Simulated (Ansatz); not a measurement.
Input and output for ZnSe (rocksalt type): DFT, PBE, PAW with Ansatz's default frozen-core files, scalar-relativistic (Ansatz 0.2.0). This run: cell relaxed at zero pressure.

The start is a guessed cell of a prototype that needn't be stable.

Command: `ansatz run input.yaml --threads 1 --pin off --max-ram 3584MiB --backend cpu --events-out ev --progress --plain --runs-dir out` It took 16 s on 1 thread of Arm Neoverse V2, on a shared host, peak memory 0.36 GiB.

```yaml
crystal:
  lattice:
    - [0.0, 2.4940015978, 2.4940015978]
    - [2.4940015978, 0.0, 2.4940015978]
    - [2.4940015978, 2.4940015978, 0.0]
  atoms:
    - { symbol: Zn, position: [0.0, 0.0, 0.0] }
    - { symbol: Se, position: [0.5, 0.5, 0.5] }
kpoints:
  mp_grid: { grid: [14, 14, 14] }
scf:
  occupations: { method: fermi_dirac, width: 0.05 }
hamiltonian:
  xc: pbe
  pseudopotentials: { kind: paw }
output:
  forces: true
  stress: true
relax:
  f_tol: 0.005
  max_steps: 40
  cell: {}
```

Output:

```
Engine: ansatz 0.2.0
Pseudopotentials: kind: paw
Pseudopotential: Zn, paw, valence charge 12, recommended cutoff 420 eV (normal), Zn.paw.azcp
Pseudopotential: Se, paw, valence charge 16, recommended cutoff 420 eV (normal), Se.paw.azcp
Functional definition: PBE
  parameter kappa = 0.804
  parameter beta = 0.06672455060314922
  exchange = pbe_x(kappa = kappa, mu = beta*pi^2/3)
  correlation = pbe_c(beta = beta)
Crystal: 2 atoms, lattice volume = 31.026 Å³
Basis set: ecut = 420 eV, 609 PW (Γ), exchange–correlation on 48×48×48 points (8 copies of the dense FFT grid, shifted against one another)
Bands: 18, of which v1, the nominal top of the filled ones, is band 14 counted from 1 (13 counted from 0)
Symmetry: 48 space group operations
Space group: Fm-3m (ITA 225), of the structure as read, at distance tolerance 3.1e-5 Å
k-points: 104 of 2744
Non-local potential: Zn, projectors of the file, l = 0: 2, l = 1: 2, l = 2: 3, l = 3: 1
Non-local potential: Se, projectors of the file, l = 0: 2, l = 1: 2, l = 2: 3, l = 3: 1
PAW form: soft (Blöchl's): semilocal exchange-correlation on the pseudo side does not see the compensation charge
PAW one-centre angular grid: Zn, 590 points (default); XC on 64 Gauss nodes
PAW one-centre angular grid: Se, 590 points (default); XC on 64 Gauss nodes
Initial density: superposition of atomic densities (neutral atoms: chi_scale 0, normalization atom), corrected by the library's trained network
Initial wavefunctions: pseudopotential atomic-orbital guess
Functional: x = pbe(κ = 0.804, μ = 0.2195149727645171), c = pbe(β = 0.06672455060314922)
SCF iter   1: F=—  HF=-8788.420832 eV  |F-HF|=—  |Δ(HF+E_count)|=         —  Δρ=1.07e-3  dr2=1.77e-4  ethr=1.77e-3  ⟨swp⟩=5.4  Hψ=9315  notcnv=0
preconditioner: auto → Kerker (q_TF=auto, 2.682 Å⁻¹)  [metal: Δε(μ)=0.015 eV  Ē_g=13.209 eV  σ=0.050 eV  W_gap=0.07  n_scr=14 (ndim 8)  ℏωp=28.3 eV  f_vac=0.000  D(μ)=0.65/eV (n_scr^D=0)]
SCF iter   2: F=—  HF=-8788.420971 eV  |F-HF|=—  |Δ(HF+E_count)|=   1.39e-4  Δρ=5.91e-4  dr2=5.11e-5  ethr=6.34e-7  ⟨swp⟩=2.4  Hψ=4166  notcnv=0
SCF iter   3: F=—  HF=-8788.420989 eV  |F-HF|=—  |Δ(HF+E_count)|=   1.80e-5  Δρ=3.68e-4  dr2=2.06e-5  ethr=1.82e-7  ⟨swp⟩=2.4  Hψ=3295  notcnv=0
SCF iter   4: F=—  HF=-8788.420999 eV  |F-HF|=—  |Δ(HF+E_count)|=   9.85e-6  Δρ=6.06e-5  dr2=1.32e-6  ethr=7.34e-8  ⟨swp⟩=2.1  Hψ=2910  notcnv=0
SCF iter   5: F=—  HF=-8788.420998 eV  |F-HF|=—  |Δ(HF+E_count)|=   8.05e-7  Δρ=5.97e-5  dr2=6.64e-7  ethr=4.70e-9  ⟨swp⟩=2.0  Hψ=3334  notcnv=0
SCF iter   6: F=-8788.420998 eV  HF=-8788.420998 eV  |F-HF|=1.10e-8  |Δ(HF+E_count)|=   4.80e-7  Δρ=1.79e-5  dr2=8.64e-8  ethr=3.57e-10  ⟨swp⟩=3.6  Hψ=8029  notcnv=0
SCF 1 converged in 6 iterations: F = -8788.420998 eV  dr2 = 8.64e-8
  greatest PAW one-centre occupation: 1.000 electrons in one spin orbital (limit 2), on the Se atom at site 1 (counted from 0), in its partial waves of l = 2
relax step   1: F+E_penalty+E_count = -8788.42099764 eV  Δ(F+E_penalty+E_count) = +0.000e0 eV  max|allowed force component| = 1.118e-29 eV/Å  Δτ_max = 0.0000 Å  P = +25.698 GPa  Ω = 31.026 Å³  (6 SCF iters, dr2 threshold 1.00e-7 eV, accepted)
Crystal: 2 atoms, lattice volume = 35.788 Å³
Basis set: ecut = 420 eV, 725 PW (Γ), exchange–correlation on 48×48×48 points (8 copies of the dense FFT grid, shifted against one another)
Initial density: handed on by an earlier stage of this run
Initial wavefunctions: those handed on with the density
iter 1 solved again at ethr=2.01e-5 eV; its pass at ethr=3.10e-3 eV (dr2=5.63e-3 eV) is discarded
SCF iter   1: F=—  HF=-8788.862655 eV  |F-HF|=—  |Δ(HF+E_count)|=         —  Δρ=4.25e-3  dr2=5.60e-3  ethr=2.01e-5  ⟨swp⟩=2.0  Hψ=14199  notcnv=0
preconditioner: auto → Kerker (q_TF=auto, 2.619 Å⁻¹)  [metal: Δε(μ)=0.028 eV  Ē_g=12.302 eV  σ=0.050 eV  W_gap=0.14  n_scr=14 (ndim 8)  ℏωp=26.3 eV  f_vac=0.004  D(μ)=0.71/eV (n_scr^D=0)]
SCF iter   2: F=—  HF=-8788.862585 eV  |F-HF|=—  |Δ(HF+E_count)|=   7.07e-5  Δρ=3.20e-3  dr2=2.54e-3  ethr=2.00e-5  ⟨swp⟩=2.7  Hψ=2961  notcnv=0
SCF iter   3: F=—  HF=-8788.863495 eV  |F-HF|=—  |Δ(HF+E_count)|=   9.10e-4  Δρ=1.60e-3  dr2=7.68e-4  ethr=9.07e-6  ⟨swp⟩=2.0  Hψ=3106  notcnv=0
SCF iter   4: F=—  HF=-8788.863210 eV  |F-HF|=—  |Δ(HF+E_count)|=   2.85e-4  Δρ=4.57e-4  dr2=9.46e-5  ethr=2.74e-6  ⟨swp⟩=3.0  Hψ=3872  notcnv=0
SCF iter   5: F=—  HF=-8788.863270 eV  |F-HF|=—  |Δ(HF+E_count)|=   6.00e-5  Δρ=1.77e-4  dr2=1.17e-5  ethr=3.38e-7  ⟨swp⟩=2.0  Hψ=3334  notcnv=0
SCF iter   6: F=—  HF=-8788.863267 eV  |F-HF|=—  |Δ(HF+E_count)|=   2.44e-6  Δρ=6.68e-5  dr2=1.41e-6  ethr=4.19e-8  ⟨swp⟩=2.0  Hψ=3333  notcnv=0
SCF iter   7: F=-8788.863268 eV  HF=-8788.863268 eV  |F-HF|=6.86e-8  |Δ(HF+E_count)|=   1.01e-6  Δρ=1.83e-5  dr2=6.58e-8  ethr=7.14e-10  ⟨swp⟩=3.1  Hψ=8554  notcnv=0
SCF 2 converged in 7 iterations: F = -8788.863268 eV  dr2 = 6.58e-8
relax step   2: F+E_penalty+E_count = -8788.86326802 eV  Δ(F+E_penalty+E_count) = -4.423e-1 eV  max|allowed force component| = 9.236e-30 eV/Å  Δτ_max = 0.0000 Å  P = +6.524 GPa  Ω = 35.788 Å³  energy of the carried Pulay correction = -2.875e-3 eV  (7 SCF iters, dr2 threshold 2.00e-7 eV, accepted)
Crystal: 2 atoms, lattice volume = 37.756 Å³
iter 1 solved again at ethr=4.50e-6 eV; its pass at ethr=3.10e-3 eV (dr2=1.26e-3 eV) is discarded
SCF iter   1: F=—  HF=-8788.911872 eV  |F-HF|=—  |Δ(HF+E_count)|=         —  Δρ=1.52e-3  dr2=1.03e-3  ethr=4.50e-6  ⟨swp⟩=2.0  Hψ=13355  notcnv=0
preconditioner: auto → Kerker (q_TF=auto, 2.596 Å⁻¹)  [metal: Δε(μ)=0.014 eV  Ē_g=12.016 eV  σ=0.050 eV  W_gap=0.07  n_scr=14 (ndim 8)  ℏωp=25.6 eV  f_vac=0.002  D(μ)=0.73/eV (n_scr^D=0)]
SCF iter   2: F=—  HF=-8788.911717 eV  |F-HF|=—  |Δ(HF+E_count)|=   1.55e-4  Δρ=1.11e-3  dr2=3.44e-4  ethr=3.69e-6  ⟨swp⟩=2.0  Hψ=2442  notcnv=0
SCF iter   3: F=—  HF=-8788.911748 eV  |F-HF|=—  |Δ(HF+E_count)|=   3.08e-5  Δρ=5.04e-4  dr2=1.18e-4  ethr=1.23e-6  ⟨swp⟩=2.0  Hψ=2560  notcnv=0
SCF iter   4: F=—  HF=-8788.911762 eV  |F-HF|=—  |Δ(HF+E_count)|=   1.47e-5  Δρ=1.79e-4  dr2=1.54e-5  ethr=4.21e-7  ⟨swp⟩=2.0  Hψ=2707  notcnv=0
SCF iter   5: F=—  HF=-8788.911769 eV  |F-HF|=—  |Δ(HF+E_count)|=   6.91e-6  Δρ=4.90e-5  dr2=8.38e-7  ethr=5.49e-8  ⟨swp⟩=2.0  Hψ=2814  notcnv=0
[... lines left out ...]
Basis set: ecut = 420 eV, 749 PW (Γ), exchange–correlation on 54×54×54 points (8 copies of the dense FFT grid, shifted against one another)
Initial wavefunctions: pseudopotential atomic-orbital guess (no wavefunctions were taken with the density)
iter 1 solved again at ethr=3.41e-7 eV; its pass at ethr=3.10e-3 eV (dr2=9.56e-5 eV) is discarded
SCF iter   1: F=—  HF=-8788.908871 eV  |F-HF|=—  |Δ(HF+E_count)|=         —  Δρ=1.98e-3  dr2=4.41e-5  ethr=3.41e-7  ⟨swp⟩=2.1  Hψ=13508  notcnv=0
SCF iter   2: F=—  HF=-8788.917689 eV  |F-HF|=—  |Δ(HF+E_count)|=   8.82e-3  Δρ=1.02e-3  dr2=1.76e-5  ethr=1.57e-7  ⟨swp⟩=2.0  Hψ=2779  notcnv=0
SCF iter   3: F=—  HF=-8788.920667 eV  |F-HF|=—  |Δ(HF+E_count)|=   2.98e-3  Δρ=1.68e-4  dr2=6.98e-7  ethr=6.27e-8  ⟨swp⟩=2.0  Hψ=2766  notcnv=0
SCF iter   4: F=—  HF=-8788.920738 eV  |F-HF|=—  |Δ(HF+E_count)|=   7.13e-5  Δρ=2.56e-5  dr2=1.99e-7  ethr=2.49e-9  ⟨swp⟩=2.6  Hψ=3438  notcnv=0
SCF iter   5: F=—  HF=-8788.920738 eV  |F-HF|=—  |Δ(HF+E_count)|=   1.75e-9  Δρ=8.66e-6  dr2=2.31e-8  ethr=7.10e-10  ⟨swp⟩=2.9  Hψ=3808  notcnv=0
SCF iter   6: F=—  HF=-8788.920738 eV  |F-HF|=—  |Δ(HF+E_count)|=   9.16e-8  Δρ=8.08e-6  dr2=7.28e-9  ethr=8.23e-11  ⟨swp⟩=2.1  Hψ=2868  notcnv=0
SCF iter   7: F=—  HF=-8788.920738 eV  |F-HF|=—  |Δ(HF+E_count)|=   1.15e-7  Δρ=2.81e-6  dr2=1.54e-9  ethr=2.60e-11  ⟨swp⟩=2.0  Hψ=2735  notcnv=0
SCF iter   8: F=—  HF=-8788.920738 eV  |F-HF|=—  |Δ(HF+E_count)|=   1.53e-8  Δρ=7.96e-7  dr2=3.73e-10  ethr=5.49e-12  ⟨swp⟩=2.3  Hψ=2993  notcnv=0
SCF iter   9: F=—  HF=-8788.920738 eV  |F-HF|=—  |Δ(HF+E_count)|=  2.66e-10  Δρ=2.24e-7  dr2=2.43e-11  ethr=1.33e-12  ⟨swp⟩=2.0  Hψ=2811  notcnv=0
SCF iter  10: F=-8788.920738 eV  HF=-8788.920738 eV  |F-HF|=0.00e0  |Δ(HF+E_count)|=  9.09e-12  Δρ=2.36e-8  dr2=2.25e-13  ethr=1.00e-12  ⟨swp⟩=5.2  Hψ=8224  notcnv=0
SCF 6 converged in 10 iterations: F = -8788.920738 eV  dr2 = 2.25e-13
relax step   6: F+E_penalty+E_count = -8788.92073802 eV  Δ(F+E_penalty+E_count) = -4.621e-3 eV  max|allowed force component| = 3.760e-29 eV/Å  Δτ_max = 0.0000 Å  P = +0.048 GPa  Ω = 38.649 Å³  stress off target by 4.81e-2 GPa  SCF on the basis re-selected at this cell (its energy is not comparable with the rows above)  (10 SCF iters)
basis re-selected at this cell: Δ(F+E_penalty+E_count) = -4.621e-3 eV, ΔP = +0.050 GPa vs the last step (what re-selecting the basis moved, of the pressure what is left beyond the Pulay correction that the steps carried, after the strain that the cell walked since its last selection, with what the two solves' SCF thresholds leave and, on support functions, any second-order correction that the steps lacked; it is no measure of the basis error at this ecutwfc). The dense FFT grid was sized anew with the basis: this SCF ran on 27×27×27 points, the steps before it on 24×24×24, so part of this shift can come from that change (see relax.cell in the input reference). This SCF's stress stands 4.81e-2 GPa from its target on what of the cell is left free (relax.cell.stress_tol is 5.00e-2 GPa) and its largest allowed force component is 3.76e-29 eV/Å (relax.f_tol is 5.00e-3 eV/Å): within both
SCF converged after 10 iterations
Free energy (F): -8788.920738 eV
Harris-Foulkes:  -8788.920738 eV  (|F-HF|=0.00e0)
Internal energy: -8788.914845 eV  (E = F + TS)
E sigma→0 (E₀):  -8788.917791 eV
Entropy (-TS):   -0.005894 eV (-2.947 meV/atom)
Fermi energy:    9.160254 eV
--- Per-component energies (eV) ---
  E_band       = -320.244516
  E_kinetic    = 249.352925
  E_local      = -3850.989184  (includes V_loc(G=0)·N_el)
  E_nonlocal   = 20.332050
  E_hartree    = 1796.152715
  E_xc         = -240.751399
  E_vxc        = -149.371088  (∫ρ·V_xc dr)
  E_paw        = -3741.421538  (= ΣΔE_a)
  E_vpaw       = -181.873675  (= ΣTr[D̂ρ^β])
  E_aug_tail   = -0.000956  (compensation charges beyond the density's cutoff)
  E_ewald      = -3021.589456
  E_smearing   = -0.005894  (= −TS)
  E_closure    = -0.000000  (closes the sum)
  Σ components = -8788.920738   (vs F -8788.920738, Δ=0.00e0)
--- Forces (eV/Å), atoms counted from 1 ---
  atom   1  Zn     0.00000000     0.00000000     0.00000000
  atom   2  Se    -0.00000000     0.00000000     0.00000000
  max |Σ_I F_I| component: 6.78e-29 eV/Å
--- Stress (GPa, compression-positive) ---
        0.048079       0.000000       0.000000
        0.000000       0.048079       0.000000
        0.000000       0.000000       0.048079
  P = ⅓ Tr σ = 0.0481 GPa (0.481 kbar)
--- Relaxed structure (5 steps of the walk, 5 accepted, 1 SCFs on fresh bases) ---
  F+E_penalty+E_count = -8788.92073802 eV   max|allowed force component| = 3.760e-29 eV/Å   (the final SCF, on the basis selected at the relaxed cell)
  cell:  # Å, volume = 38.6489 Å³
    - [5.4662323587884024e-34, 2.6835043650027397, 2.6835043650027397]
    - [2.6835043650027397, 3.299399841552292e-34, 2.6835043650027397]
    - [2.6835043650027397, 2.6835043650027397, 1.1464587074015075e-34]
  atoms:
    - { symbol: Zn, position: [-2.091442231090881e-35, 1.8501219736578237e-35, 1.689241802034792e-35] }
    - { symbol: Se, position: [0.5000000000000001, 0.5000000000000001, 0.5000000000000001] }
```

Next run (rocksalt relaxed under pressure), as changes to the input before:

```diff
   lattice:
-    - [0.0, 2.4940015978, 2.4940015978]
-    - [2.4940015978, 0.0, 2.4940015978]
-    - [2.4940015978, 2.4940015978, 0.0]
+    - [0.0, 2.5519282316, 2.5519282316]
+    - [2.5519282316, 0.0, 2.5519282316]
+    - [2.5519282316, 2.5519282316, 0.0]
   atoms:
   stress: true
+  eigenvalues: true
 relax:
   max_steps: 40
-  cell: {}
+  cell: { p_target: 15.0, stress_tol: 0.03 }
```

Results part of the output:

```
basis re-selected at this cell: Δ(F+E_penalty+E_count) = -1.099e-5 eV, ΔP = +0.000 GPa vs the last step (what re-selecting the basis moved, of the pressure what is left beyond the Pulay correction that the steps carried, after the strain that the cell walked since its last selection, with what the two solves' SCF thresholds leave and, on support functions, any second-order correction that the steps lacked; it is no measure of the basis error at this ecutwfc). This SCF's stress stands 1.53e-2 GPa from its target on what of the cell is left free (relax.cell.stress_tol is 3.00e-2 GPa) and its largest allowed force component is 5.46e-30 eV/Å (relax.f_tol is 5.00e-3 eV/Å): within both
SCF converged after 7 iterations
Free energy (F): -8788.700836 eV
Harris-Foulkes:  -8788.700836 eV  (|F-HF|=0.00e0)
Internal energy: -8788.695545 eV  (E = F + TS)
E sigma→0 (E₀):  -8788.698191 eV
Entropy (-TS):   -0.005291 eV (-2.645 meV/atom)
Fermi energy:    11.688728 eV
--- Per-component energies (eV) ---
  E_band       = -261.293634
  E_kinetic    = 253.731336
  E_local      = -3601.316637  (includes V_loc(G=0)·N_el)
  E_nonlocal   = 19.144179
  E_hartree    = 1699.251161
  E_xc         = -243.222918
  E_vxc        = -152.689187  (∫ρ·V_xc dr)
  E_paw        = -3739.703251  (= ΣΔE_a)
  E_vpaw       = -178.664845  (= ΣTr[D̂ρ^β])
  E_aug_tail   = -0.000912  (compensation charges beyond the density's cutoff)
  E_ewald      = -3176.578504
  E_smearing   = -0.005291  (= −TS)
  E_closure    = 0.000000  (closes the sum)
  Σ components = -8788.700836   (vs F -8788.700836, Δ=0.00e0)
--- Forces (eV/Å), atoms counted from 1 ---
  atom   1  Zn    -0.00000000     0.00000000    -0.00000000
  atom   2  Se    -0.00000000     0.00000000     0.00000000
  max |Σ_I F_I| component: 1.43e-29 eV/Å
--- Stress (GPa, compression-positive) ---
       14.984691       0.000000       0.000000
        0.000000      14.984691       0.000000
        0.000000       0.000000      14.984691
  P = ⅓ Tr σ = 14.9847 GPa (149.847 kbar)
--- Band table (eV; the first three rows and the last of 104) ---
  k-point 0: bands = ["-35.6389", "-35.6389", "-35.6331", "-35.6331", "-35.6331", "-3.2791", "4.7353", "4.7353", "4.7556", "4.7556", "4.7556", "11.0862", "11.0862", "11.0862", "13.4223", "20.3296", "20.3296", "20.3296"]
  k-point 1: bands = ["-35.6389", "-35.6389", "-35.6331", "-35.6331", "-35.6331", "-3.2144", "4.7183", "4.7183", "4.7472", "4.7621", "4.7621", "10.3922", "11.1047", "11.1047", "14.0324", "19.8476", "20.3436", "20.3436"]
  k-point 2: bands = ["-35.6388", "-35.6388", "-35.6330", "-35.6330", "-35.6330", "-3.0242", "4.6673", "4.6673", "4.7178", "4.7840", "4.7840", "9.1477", "11.1596", "11.1596", "14.9592", "19.2209", "19.8163", "19.8163"]
  k-point 103: bands = ["-35.6392", "-35.6383", "-35.6328", "-35.6323", "-35.6314", "-1.0535", "4.4984", "4.6194", "4.6671", "4.9764", "5.3101", "6.7419", "7.3572", "7.4070", "14.8478", "18.3579", "19.1832", "20.8980"]
--- Relaxed structure (2 steps of the walk, 2 accepted, 1 SCFs on fresh bases) ---
  F+E_penalty+E_count = -8788.70083639 eV   max|allowed force component| = 5.456e-30 eV/Å   (the final SCF, on the basis selected at the relaxed cell)
  cell:  # Å, volume = 33.2632 Å³
    - [2.981973909550537e-35, 2.5525729919348144, 2.5525729919348144]
    - [2.5525729919348144, 1.0190744065791177e-34, 2.5525729919348144]
    - [2.5525729919348144, 2.5525729919348144, 1.8268090008237307e-34]
  atoms:
    - { symbol: Zn, position: [9.433699587133973e-36, -1.0219841219395137e-35, -1.0219841219395137e-35] }
    - { symbol: Se, position: [0.49999999999999994, 0.49999999999999994, 0.49999999999999994] }
```

Next run (CsCl relaxed under pressure), as changes to the input before:

```diff
   lattice:
-    - [0.0, 2.5519282316, 2.5519282316]
-    - [2.5519282316, 0.0, 2.5519282316]
-    - [2.5519282316, 2.5519282316, 0.0]
+    - [3.1582701015, 0.0, 0.0]
+    - [0.0, 3.1582701015, 0.0]
+    - [0.0, 0.0, 3.1582701015]
   atoms:
   eigenvalues: true
+  write_density: true
+  write_potential: true
+  elf: true
+  volumetric_format: npy
 relax:
```

Command: `ansatz run input.yaml --threads 1 --pin off --max-ram 3584MiB --backend cpu --events-out ev --progress --plain --runs-dir out` It took 18 s on 1 thread of Arm Neoverse V2, with other jobs on the host, peak memory 0.37 GiB.

Results part of the output:

```
basis re-selected at this cell: Δ(F+E_penalty+E_count) = -2.675e-4 eV, ΔP = -0.004 GPa vs the last step (what re-selecting the basis moved, of the pressure what is left beyond the Pulay correction that the steps carried, after the strain that the cell walked since its last selection, with what the two solves' SCF thresholds leave and, on support functions, any second-order correction that the steps lacked; it is no measure of the basis error at this ecutwfc). This SCF's stress stands 3.34e-3 GPa from its target on what of the cell is left free (relax.cell.stress_tol is 3.00e-2 GPa) and its largest allowed force component is 7.89e-31 eV/Å (relax.f_tol is 5.00e-3 eV/Å): within both
SCF converged after 6 iterations
Free energy (F): -8787.623138 eV
Harris-Foulkes:  -8787.623138 eV  (|F-HF|=0.00e0)
Internal energy: -8787.612945 eV  (E = F + TS)
E sigma→0 (E₀):  -8787.618042 eV
Entropy (-TS):   -0.010194 eV (-5.097 meV/atom)
Fermi energy:    12.903994 eV
--- Per-component energies (eV) ---
  E_band       = -241.562597
  E_kinetic    = 252.654464
  E_local      = -3432.279464  (includes V_loc(G=0)·N_el)
  E_nonlocal   = 20.005854
  E_hartree    = 1624.893230
  E_xc         = -242.654904
  E_vxc        = -151.874769  (∫ρ·V_xc dr)
  E_paw        = -3740.209329  (= ΣΔE_a)
  E_vpaw       = -179.854214  (= ΣTr[D̂ρ^β])
  E_aug_tail   = -0.000936  (compensation charges beyond the density's cutoff)
  E_ewald      = -3270.021860
  E_smearing   = -0.010194  (= −TS)
  E_closure    = 0.000000  (closes the sum)
  Σ components = -8787.623138   (vs F -8787.623138, Δ=0.00e0)
--- Forces (eV/Å), atoms counted from 1 ---
  atom   1  Zn     0.00000000    -0.00000000    -0.00000000
  atom   2  Se     0.00000000    -0.00000000    -0.00000000
  max |Σ_I F_I| component: 4.73e-30 eV/Å
--- Stress (GPa, compression-positive) ---
       14.996663      -0.000000       0.000000
       -0.000000      14.996663       0.000000
        0.000000       0.000000      14.996663
  P = ⅓ Tr σ = 14.9967 GPa (149.967 kbar)
--- Band table (eV; the first three rows and the last of 120) ---
  k-point 0: bands = ["-35.1888", "-35.1888", "-35.1833", "-35.1833", "-35.1833", "-2.8772", "5.3769", "5.3769", "5.7991", "5.7991", "5.7991", "11.4434", "11.4434", "11.4434", "12.3138", "18.4790", "18.4790", "25.4123"]
  k-point 1: bands = ["-35.1888", "-35.1885", "-35.1834", "-35.1834", "-35.1833", "-2.8200", "5.3805", "5.3810", "5.7846", "5.7846", "5.8000", "10.5046", "11.5149", "11.5149", "13.0266", "18.5299", "18.8801", "24.9696"]
  k-point 2: bands = ["-35.1888", "-35.1876", "-35.1836", "-35.1836", "-35.1833", "-2.6519", "5.3826", "5.3906", "5.7449", "5.7449", "5.8025", "9.1811", "11.7221", "11.7221", "13.7818", "18.6812", "19.9089", "23.9305"]
  k-point 119: bands = ["-35.1865", "-35.1865", "-35.1865", "-35.1789", "-35.1789", "1.2723", "4.8930", "4.8930", "4.8930", "5.9651", "5.9651", "9.8695", "9.8695", "9.8695", "13.3853", "13.3853", "13.3853", "14.4196"]
--- Relaxed structure (4 steps of the walk, 4 accepted, 1 SCFs on fresh bases) ---
  F+E_penalty+E_count = -8787.62313837 eV   max|allowed force component| = 7.889e-31 eV/Å   (the final SCF, on the basis selected at the relaxed cell)
  cell:  # Å, volume = 32.0618 Å³
    - [3.1768452911438003, 6.419766481290785e-34, 1.2839532962581572e-34]
    - [8.9876730738071e-34, 3.1768452911438003, 6.419766481290786e-35]
    - [1.2839532962581572e-34, 6.419766481290786e-35, 3.1768452911438003]
  atoms:
    - { symbol: Zn, position: [-2.54085554550959e-36, -1.5880347159440498e-37, -1.58803471594414e-37] }
    - { symbol: Se, position: [0.5000000000000001, 0.5000000000000001, 0.5000000000000001] }
```
